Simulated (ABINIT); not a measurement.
The system is Mg.

```xyz
1
Lattice="-1.8360 1.8360 1.6794 1.8360 -1.8360 1.6794 1.8360 1.8360 -1.6794" Properties=species:S:1:pos:R:3 pbc="T T T"
Mg    0.0000    0.0000    0.0000
```

This isn't the form of Mg at room conditions, which is hcp.

| Property | Result |
| --- | --- |
| Program | ABINIT 10.8.3 (patched build) |
| Task | single point |
| Functional | PBE |
| Potentials or basis | JTH PAW PBE v2.0 |
| Cutoff | 517 eV |
| k mesh | 11 × 11 × 11 |
| Occupations | fermi-dirac, width 0.05 eV |
| Spin | no spin polarisation |

On this cell: pressure 0.2 GPa; band gap on the k mesh none (metal or under the smearing width).

The same run follows on a disturbed copy (cell strained at random at fixed volume):

```
Mg
1.0
    -1.78838    1.82401    1.69227
     1.82438   -1.82503    1.73276
     1.79404    1.83070   -1.69339
Mg
1
Cartesian
  0.0505 -0.0117 0.0173
```

Problem. What changes?

Solution. The energy (extrapolated to zero smearing) moves by -0.4 meV/atom; pressure 0.1 GPa; band gap on the k mesh none (metal or under the smearing width).

Stress tensor (GPa, compression positive):
```
 0.10 -0.06 -0.74
-0.06 -0.28  0.02
-0.74  0.02  0.48
```
